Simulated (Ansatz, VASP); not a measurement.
Given: the input of a run of Ansatz 0.2.0 on Mg.

The input input.yaml:

```yaml
crystal:
  lattice:
    - [3.2093, 0.0, 0.0]
    - [-1.60465, 2.7793353284, 0.0]
    - [0.0, 0.0, 5.2103]
  atoms:
    - { symbol: Mg, position: [0.6666666667, 0.3333333333, 0.75] }
    - { symbol: Mg, position: [0.3333333333, 0.6666666667, 0.25] }
kpoints:
  mp_grid: { grid: [10, 10, 5] }
scf:
  occupations: { method: fermi_dirac, width: 0.05 }
hamiltonian:
  xc: blyp
  dispersion: d4
  pseudopotentials: { kind: all_electron, lapw: { basis_error: 0.001 } }
output:
  forces: true
  stress: true
relax:
  f_tol: 0.005
  max_steps: 60
  cell: {}
```

Potentials or basis: all-electron LAPW, scalar-relativistic.

Launch:

```bash
$ ansatz run input.yaml --threads 1 --pin off --max-ram 3072MiB --backend cpu --events-out ev --progress --plain --runs-dir out
```

Problem. Set up the same calculation for VASP 6.6.1. Potentials there: VASP PAW PBE potentials, release 64 (Mg).

Solution. As run (the cutoff follows the program's own potentials):

File INCAR:

```
SYSTEM = Mg
  AGGAC = 1.0
  AGGAX = 1.0
  ALDAC = 0.0
  ALDAX = 1.0
  ALGO = Normal
  EDIFF = 1E-6
  EDIFFG = -0.005
  ENCUT = 600
  GGA = B5
  IBRION = 2
  ISIF = 3
  ISMEAR = -1
  IVDW = 13
  LASPH = .True.
  LCHARG = .False.
  LREAL = .False.
  LWAVE = .False.
  NELM = 100
  NSW = 80
  PREC = Accurate
  SIGMA = 0.05
  VDW_A1 = 0.44488865
  VDW_A2 = 4.0933009
  VDW_S6 = 1.0
  VDW_S8 = 2.34076671
```

The input KPOINTS:

```
k-points
0
Gamma
  10 10 5
  0 0 0
```

The input POSCAR:

```
Mg
1.0
    3.2093000000      0.0000000000      0.0000000000
   -1.6046500000      2.7793353284      0.0000000000
    0.0000000000      0.0000000000      5.2103000000
Mg
2
Direct
    0.6666666667      0.3333333333      0.7500000000
    0.3333333333      0.6666666667      0.2500000000
```

Potentials or basis: VASP PAW PBE potentials, release 64 (Mg).

Run with:

```sh
$ cat potpaw_PBE.64/Mg/POTCAR > POTCAR
$ mpirun -np 1 vasp_std > vasp.out
```

Both were run:

|  | VASP | Ansatz | Ansatz less VASP |
| --- | --- | --- | --- |
| relaxed volume (Å³/atom) | 23.22 | 23.22 | +0.001 |
| relaxed cell length with the largest relative difference (Å) | 5.365 | 5.365 | -0.0007 |
| energy change over the relaxation (meV/atom) | -4 | -4 | 0.0 |

Ansatz ran all-electron here, so the differences hold the error of VASP's frozen core and of both bases.

Caveats: the PAW data sets were made with another functional, which shifts forces and pressure a little (VASP); pairwise dispersion overbinds metals, which lowers pressure and volume (VASP).
